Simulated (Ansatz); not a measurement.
# ZrB2 (P6/mmm) in Ansatz: further runs

One crystal, ZrB2, is run at these levels: HSEsol, HSE03; tasks: band structure.

Program: Ansatz 0.2.0. These are calculated values, not measurements. Logs are shortened: lines on timing, memory, paths and dates and some standing lists are left out, and cuts for length are marked.

### Step 1. Starting point

It takes space group P6/mmm (No. 191, hexagonal). The conventional cell has a = 3.170 Å, b = 3.170 Å, c = 3.533 Å, α = 90.00°, β = 90.00°, γ = 120.00°. Around Zr (site symmetry 6/mmm) lie 12 B at 2.54 Å. Around B (site symmetry -6m2) lie 3 B at 1.83 Å.

### Step 2. Band structure, HSEsol

File input.yaml:

```yaml
crystal:
  lattice:
    - [3.17, 0.0, 0.0]
    - [-1.585, 2.74530053, 0.0]
    - [0.0, 0.0, 3.533]
  atoms:
    - { symbol: Zr, position: [0.0, 0.0, 0.0] }
    - { symbol: B, position: [0.6666666667, 0.3333333333, 0.5] }
    - { symbol: B, position: [0.3333333333, 0.6666666667, 0.5] }
hamiltonian:
  xc:
    exchange: hjs_pbesol
    correlation: pbesol
    exx: { coeff: 0.25, omega: 0.207 }
  pseudopotentials: { kind: paw }
kpoints:
  mp_grid: { grid: [5, 5, 4] }
  band_path:
    path:
      - [[0.0, 0.0, 0.0], [0.5, 0.0, 0.0], [0.3333333333, 0.3333333333, 0.0], [0.0, 0.0, 0.0], [0.0, 0.0, 0.5], [0.5, 0.0, 0.5], [0.3333333333, 0.3333333333, 0.5], [0.0, 0.0, 0.5]]
      - [[0.5, 0.0, 0.5], [0.5, 0.0, 0.0]]
      - [[0.3333333333, 0.3333333333, 0.0], [0.3333333333, 0.3333333333, 0.5]]
    npoints: 4
scf:
  occupations: { method: fermi_dirac, width: 0.05 }
  n_extra_bands: 7
output:
  forces: true
  stress: true
  eigenvalues: true
  fatbands: false
```

Potentials or basis: Ansatz PAW.

Started as:

```console
$ ansatz run input.yaml --threads 2 --pin off --max-ram 5632MiB --backend cpu --events-out ev --progress --plain --runs-dir out
```

The log of the run:

```text
Warning: output.stress: scf.convergence.dr2_threshold = 1e-7 eV (the SCF's general default) is looser than the 3e-10 eV advised for a printed stress (1e-10 eV for each atom of the cell: 3). What an SCF threshold leaves in a stress goes as its square root, and in the free energy as the threshold itself, and one threshold admits the most on a small cell: of the crystals measured, under no hybrid functional and no lock of the moments, on runs that ended without the residual-converged pass, on stresses that held no estimate of that error, the worst erred by over 100 MPa in a component at 1e-7 eV an atom and by under 5 at 1e-10. Set scf.convergence.dr2_threshold to 3e-10 eV or tighter. The threshold is an SCF's pass mark: one that does not reach it within its budget of iterations ends unconverged, or closes short of it on a stop that the run arms, and scf.convergence.dr2_threshold's page says what that costs each kind of run
Warning: output.stress: scf.exx.energy_threshold = 1e-6 eV is looser than the 3e-8 eV advised for a stress under a hybrid functional (1e-8 eV for each atom of the cell: 3). Every SCF of the exchange loop can meet its threshold on dr2 while the loop round them stops early: no threshold on dr2 bounds what that leaves in the stress. Set scf.exx.energy_threshold to 3e-8 eV or tighter. The threshold is the loop's pass mark: a loop that does not reach it within its budget of cycles ends unconverged, and scf.exx.energy_threshold's page has the law
Warning: RAYON_NUM_THREADS=2 ignored (pool sized by the plan → 2); use --threads N
scf.n_extra_bands = 7 over 9 filled bands (N_el = 18.0): the run solves 16 bands
Engine: ansatz 0.2.0, x86_64-unknown-linux-gnu
Pseudopotentials: kind: paw
Pseudopotential: Zr, paw, valence charge 12, recommended cutoff 420 eV (normal), Zr.paw.azcp
Pseudopotential: B, paw, valence charge 3, recommended cutoff 420 eV (normal), B.paw.azcp
Functional definition: unnamed
  parameter a_1 = 0.25
  parameter omega_1 = 0.207/angstrom
  exchange = pbe_x(mu = 0.12345679012345678) + (-a_1)*hjs_pbesol_x_sr(omega_1) + a_1*exact_x_sr(omega_1)
  correlation = pbe_c(beta = 0.046)
Crystal: 3 atoms, lattice volume = 30.746 Å³
Basis set: ecut = 420 eV, 575 PW (Γ), exchange–correlation on 48×48×48 points (8 copies of the dense FFT grid, shifted against one another)
Bands: 16, of which v1, the nominal top of the filled ones, is band 9 counted from 1 (8 counted from 0)
Symmetry: 24 space group operations
Space group: P6/mmm (ITA 191), of the structure as read, at distance tolerance 3.1e-5 Å
k-points: 15 of 100
Non-local potential: Zr, projectors of the file, l = 0: 3, l = 1: 2, l = 2: 2, l = 3: 2
Non-local potential: B, projectors of the file, l = 0: 2, l = 1: 2, l = 2: 1
PAW form: soft (Blöchl's): semilocal exchange-correlation on the pseudo side does not see the compensation charge
PAW frozen core: Zr, regenerated for the run's functional, and the local potential with it (the file was generated under x = pbe(κ = 0.804, μ = 0.2195149727645171), c = pbe(β = 0.06672455060314922))
PAW frozen core: B, regenerated for the run's functional, and the local potential with it (the file was generated under x = pbe(κ = 0.804, μ = 0.2195149727645171), c = pbe(β = 0.06672455060314922))
PAW one-centre angular grid: Zr, 590 points (default); XC on 64 Gauss nodes
PAW one-centre angular grid: B, 110 points (default); XC on 64 Gauss nodes
Initial density: superposition of atomic densities (neutral atoms: chi_scale 0, normalization atom), corrected by the library's trained network
Initial wavefunctions: pseudopotential atomic-orbital guess
Functional: x = pbesol(κ = 0.804, μ = 0.12345679012345678), c = pbesol(β = 0.046), warm-up for x = hjs_pbesol + 0.25 (exact − hjs_pbesol) at short range (ω = 0.207 Å⁻¹), c = pbesol(β = 0.046)
SCF iter   1: F=—  HF=-4437.186214 eV  |F-HF|=—  |Δ(HF+E_count)|=         —  Δρ=4.84e-3  dr2=1.10e-2  ethr=1.77e-3  ⟨swp⟩=5.4  Hψ=999  notcnv=0
preconditioner: auto → none  [metal: Δε(μ)=0.299 eV  Ē_g=10.782 eV  σ=0.050 eV  W_gap=0.50  n_scr=8 (ndim 8)  ℏωp=21.2 eV  f_vac=0.000  D(μ)=0.61/eV (n_scr^D=2)  sad-step TF]
SCF iter   2: F=—  HF=-4437.184781 eV  |F-HF|=—  |Δ(HF+E_count)|=   1.43e-3  Δρ=3.36e-3  dr2=6.33e-3  ethr=6.11e-5  ⟨swp⟩=2.1  Hψ=416  notcnv=0
iter 3 solved again at ethr=1.25e-7 eV; its pass at ethr=3.52e-5 eV (dr2=2.25e-5 eV) is discarded
SCF iter   3: F=—  HF=-4437.182897 eV  |F-HF|=—  |Δ(HF+E_count)|=   1.88e-3  Δρ=3.33e-4  dr2=2.00e-5  ethr=1.25e-7  ⟨swp⟩=3.7  Hψ=970  notcnv=0
eigensolver tolerance schedule: the retry pair's looser diagonalisation over-reported the residual by 0.13 of it (diagonalisation noise at 0.13 of the residual, at the tolerance the schedule requests for it); recorded, not acted on — ethr = c·dr2/N_el stays at c = 1.0e-1
SCF iter   4: F=—  HF=-4437.182895 eV  |F-HF|=—  |Δ(HF+E_count)|=   1.47e-6  Δρ=6.25e-5  dr2=8.24e-7  ethr=1.11e-7  ⟨swp⟩=2.4  Hψ=381  notcnv=0
SCF iter   5: F=—  HF=-4437.182895 eV  |F-HF|=—  |Δ(HF+E_count)|=   1.92e-8  Δρ=5.54e-6  dr2=1.47e-8  ethr=4.58e-9  ⟨swp⟩=3.0  Hψ=414  notcnv=0
SCF iter   6: F=-4437.182895 eV  HF=-4437.182895 eV  |F-HF|=1.07e-10  |Δ(HF+E_count)|=   1.98e-9  Δρ=1.74e-6  dr2=3.04e-10  ethr=8.16e-11  ⟨swp⟩=3.2  Hψ=503  notcnv=0
SCF 1 converged in 6 iterations: F = -4437.182895 eV  dr2 = 3.04e-10
Initial density: handed on by an earlier stage of this run
Initial wavefunctions: those handed on with the density
Functional: x = hjs_pbesol + 0.25 (exact − hjs_pbesol) at short range (ω = 0.207 Å⁻¹), c = pbesol(β = 0.046)
Exchange kernel: α = 0.2500, screened, ω = 0.2070 Å⁻¹, Wigner–Seitz truncation, v(0) = 1033.8444 eV·Å³, q-mesh 5×5×4, nearest image of the exchange supercell L = 14.13 Å, pair-density grid 15×15×15, without the augmentation charges, whose exchange is taken in its separable form by FFT convolution over the k-point mesh (sized by the pseudopotential files, 20×20×24 at the most), smooth part of the exact exchange by density-matrix convolution
Frozen-core exchange: fock
iter 1 solved again at ethr=1.21e-4 eV; its pass at ethr=1.00e-1 eV (dr2=2.17e-2 eV) is discarded
SCF iter   1: F=—  HF=-4457.059076 eV  |F-HF|=—  |Δ(HF+E_count)|=         —  Δρ=6.84e-3  dr2=2.40e-2  ethr=1.21e-4  ⟨swp⟩=4.0  Hψ=1096  notcnv=0
preconditioner: auto → none  [insulator: Δε(μ)=0.457 eV  Ē_g=12.407 eV  σ=0.050 eV  W_gap=0.50  n_scr=8 (ndim 8)  ℏωp=21.2 eV  f_vac=0.000  D(μ)=0.60/eV (n_scr^D=2)]
SCF iter   2: F=—  HF=-4457.053330 eV  |F-HF|=—  |Δ(HF+E_count)|=   5.75e-3  Δρ=2.74e-3  dr2=1.99e-3  ethr=1.21e-4  ⟨swp⟩=3.0  Hψ=585  notcnv=0
SCF iter   3: F=—  HF=-4457.053235 eV  |F-HF|=—  |Δ(HF+E_count)|=   9.44e-5  Δρ=1.34e-3  dr2=3.16e-4  ethr=1.02e-5  ⟨swp⟩=2.4  Hψ=388  notcnv=0
SCF iter   4: F=—  HF=-4457.053139 eV  |F-HF|=—  |Δ(HF+E_count)|=   9.65e-5  Δρ=3.52e-4  dr2=8.32e-5  ethr=1.75e-6  ⟨swp⟩=3.0  Hψ=455  notcnv=0
SCF iter   5: F=-4457.053106 eV  HF=-4457.053107 eV  |F-HF|=1.56e-6  |Δ(HF+E_count)|=   3.16e-5  Δρ=5.82e-5  dr2=1.70e-6  ethr=4.50e-7  ⟨swp⟩=3.0  Hψ=405  notcnv=0  defer=1
SCF 2 stopped early in 5 iterations: F = -4457.053106 eV  dr2 = 1.70e-6
hybrid outer 1: dexx = +3.715e-3 eV, tail = 8.04e-6 eV
Exchange kernel: α = 0.2500, screened, ω = 0.2070 Å⁻¹, Wigner–Seitz truncation, v(0) = 1033.8444 eV·Å³, q-mesh 5×5×4, nearest image of the exchange supercell L = 14.13 Å, pair-density grid 15×15×15, without the augmentation charges, whose exchange is taken in its separable form by FFT convolution over the k-point mesh (sized by the pseudopotential files, 20×20×24 at the most), smooth part of the exact exchange by density-matrix convolution
Frozen-core exchange: fock
SCF iter   1: F=—  HF=-4457.053111 eV  |F-HF|=—  |Δ(HF+E_count)|=         —  Δρ=5.02e-5  dr2=5.27e-7  ethr=2.23e-7  ⟨swp⟩=5.1  Hψ=708  notcnv=0
preconditioner: auto → none  [insulator: Δε(μ)=0.447 eV  Ē_g=12.349 eV  σ=0.050 eV  W_gap=0.50  n_scr=8 (ndim 8)  ℏωp=21.2 eV  f_vac=0.000  D(μ)=0.60/eV (n_scr^D=2)]
SCF iter   2: F=—  HF=-4457.053111 eV  |F-HF|=—  |Δ(HF+E_count)|=   4.58e-8  Δρ=2.53e-5  dr2=1.17e-7  ethr=2.90e-9  ⟨swp⟩=3.1  Hψ=465  notcnv=0  defer=1
SCF iter   3: F=-4457.053111 eV  HF=-4457.053111 eV  |F-HF|=2.74e-9  |Δ(HF+E_count)|=   1.94e-8  Δρ=1.05e-5  dr2=8.59e-9  ethr=6.21e-10  ⟨swp⟩=2.7  Hψ=391  notcnv=0  defer=3
SCF 3 converged in 3 iterations: F = -4457.053111 eV  dr2 = 8.59e-9
  Residual-converged pass: ⟨swp⟩=3.0  Hψ=497  notcnv=0  max |occ|·‖R‖ = 2.0e-6 eV (tolerance 2.4e-6 eV)  dr2=7.91e-9  dr2_onsite=3.62e-9  max |Δocc| = 6.5e-14
hybrid outer 2: dexx = +1.324e-7 eV, tail = 2.69e-8 eV, Δε = 2.68e-3 eV (about 1.66e-4 eV left of the loop's levels)
NSCF: frozen V_eff on 39 k-points
hybrid SCF converged: 2 outer / 8 inner (+6 warm-up), last move |dexx| = 1.32e-7 eV, tail = 2.69e-8 eV
Stability not checked: this state was not tested for a lower state beside it, because the functional holds exact exchange (a hybrid, or Hartree-Fock), whose exchange loop this test does not read (fock_operator; see scf.lower_state_search)
Free energy (F): -4457.053111 eV
Frozen-core exchange: fock
Harris-Foulkes:  -4457.053111 eV  (|F-HF|=2.74e-9)
Internal energy: -4457.048926 eV  (E = F + TS)
E sigma→0 (E₀):  -4457.051018 eV
Entropy (-TS):   -0.004186 eV (-1.395 meV/atom)
Fermi energy:    15.535340 eV
--- Per-component energies (eV) ---
  E_band       = -55.016844
  E_kinetic    = 434.059328
  E_local      = -553.795473  (includes V_loc(G=0)·N_el)
  E_nonlocal   = 100.620729
  E_hartree    = 173.951698
  E_xc         = -184.022229
  E_vxc        = -216.712356  (∫ρ·V_xc dr)
  E_exx        = -42.291973  (= α·E_x^exact, valence–valence)
  E_paw        = -3071.125556  (= ΣΔE_a)
  E_vpaw       = -82.509682  (= ΣTr[D̂ρ^β])
  E_aug_tail   = 0.000015  (compensation charges beyond the density's cutoff)
  E_ewald      = -1314.184620
  E_core_change = -0.260847  (= ΣΔE_core)
  E_smearing   = -0.004186  (= −TS)
  E_closure    = 0.000002  (closes the sum)
  Σ components = -4457.053111   (vs F -4457.053111, Δ=9.09e-13)
--- Forces (eV/Å), atoms counted from 1 ---
  atom   1  Zr     0.00000000     0.00000000     0.00000000
  atom   2  B      0.00000000    -0.00000000     0.00000000
  atom   3  B      0.00000000     0.00000000     0.00000000
  max |Σ_I F_I| component: 1.85e-17 eV/Å
--- Stress (GPa, compression-positive) ---
       -4.599591       0.000000       0.000000
       -0.000000      -4.599591       0.000000
        0.000000       0.000000      -7.127126
  P = ⅓ Tr σ = -5.4421 GPa (-54.421 kbar)
--- Band table (eV; the first three rows and the last of 15) ---
  k-point 0: bands = ["-36.4719", "-13.3232", "-12.7027", "-12.7027", "1.2097", "12.6190", "12.6190", "12.8241", "12.8713", "19.7971", "19.7971", "20.6370", "20.6370", "21.1551", "21.4799", "21.4799"]
  k-point 1: bands = ["-36.4609", "-13.5458", "-12.6888", "-12.6888", "2.1561", "9.6416", "13.2853", "13.2853", "15.9821", "17.4198", "17.4198", "18.8543", "18.8543", "21.2351", "24.2544", "25.2616"]
  k-point 2: bands = ["-36.4499", "-13.7561", "-12.6750", "-12.6750", "3.4948", "7.6188", "14.4996", "14.4996", "16.3471", "16.3471", "16.7883", "16.7883", "18.1270", "21.3322", "23.8674", "27.0998"]
  k-point 14: bands = ["-36.3087", "-13.5777", "-13.4385", "-13.1306", "4.8577", "6.7881", "10.0932", "11.7815", "12.7909", "20.4108", "21.8688", "22.3315", "22.8652", "23.8253", "23.9447", "24.3517"]
```

Run time: 3.6 min. Hardware: 2 threads of Intel Xeon at 2.50GHz (Skylake/Cascade Lake), shared host; peak memory 0.71 GiB.

Results:

```
Free energy            : -4457.0531 eV
Pressure               : -5.4 GPa
Band gap on the k mesh : none (metal or under the smearing width)
```

Stress tensor (GPa, compression positive):
```
-4.60  0.00  0.00
 0.00 -4.60  0.00
 0.00  0.00 -7.13
```

Levels at the corners of the path, in eV from the Fermi level:
```
point  band 5  band 6  band 7  band 8  band 9  band 10  band 11  band 12  band 13  band 14
    Γ  -14.33   -2.92   -2.92   -2.71   -2.66     4.26     4.26     5.10     5.10     5.62
    M  -10.09   -9.62   -4.29   -3.43   -2.81     2.72     2.98     5.91     5.96     7.17
    K   -8.80   -8.80   -7.73   -2.59   -2.59     2.05     2.05     3.85     9.80     9.80
    Γ  -14.33   -2.92   -2.92   -2.71   -2.66     4.26     4.26     5.10     5.10     5.62
    A  -12.04   -7.92   -1.04   -1.04    0.81     0.81     1.25     1.25     2.59     5.80
    L  -11.16   -7.88   -5.13   -4.62   -2.40     4.66     4.76     6.31     7.32     7.60
    H   -9.83   -9.83   -5.56   -3.07   -3.07     5.04     7.09     7.09     7.45     7.64
    A  -12.04   -7.92   -1.04   -1.04    0.81     0.81     1.25     1.25     2.59     5.80
    L  -11.16   -7.88   -5.13   -4.62   -2.40     4.66     4.76     6.31     7.32     7.60
    M  -10.09   -9.62   -4.29   -3.43   -2.81     2.72     2.98     5.91     5.96     7.17
    K   -8.80   -8.80   -7.73   -2.59   -2.59     2.05     2.05     3.85     9.80     9.80
    H   -9.83   -9.83   -5.56   -3.07   -3.07     5.04     7.09     7.09     7.45     7.64
```

Caveat: the k mesh is coarse (spacing up to 0.46 Å⁻¹), so the values aren't converged, least of all with exact exchange; the PAW data sets come from PBE, with cores solved anew for the run's functional, which leaves a small shift of forces and pressure; the thresholds are loose for stress.

[end of part 1 of 2]
